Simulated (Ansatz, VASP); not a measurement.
As in VASP and in Ansatz

```
CELL_PARAMETERS angstrom
2.65230 0.00000 0.00000
0.00000 2.65230 0.00000
0.00000 0.00000 2.65230
ATOMIC_POSITIONS crystal
As 0.50000 0.50000 0.50000
```

Alike in both runs: functional PBEsol; k mesh 10 × 10 × 10; no spin polarisation.

Ansatz relaxed the structure, and its values are those at the end. VASP's run is a single point on that final structure, the one shown.

```csv
,VASP,Ansatz
version,VASP 6.6.1,Ansatz 0.2.0
potentials or method,"VASP PAW PBE potentials, release 64 (As)","plane waves, PAW"
plane-wave cutoff (eV),520,550
occupations,"fermi-dirac, width 0.1 eV",fermi-dirac
valence electrons in the cell,5,15
```

```csv
,VASP,Ansatz,Ansatz less VASP
pressure (GPa),4.4,4.0,-0.46
```

The two sets of potentials don't hold the same shells in valence.

Caveats: the PAW data sets were made with another functional, which shifts forces and pressure a little (VASP).
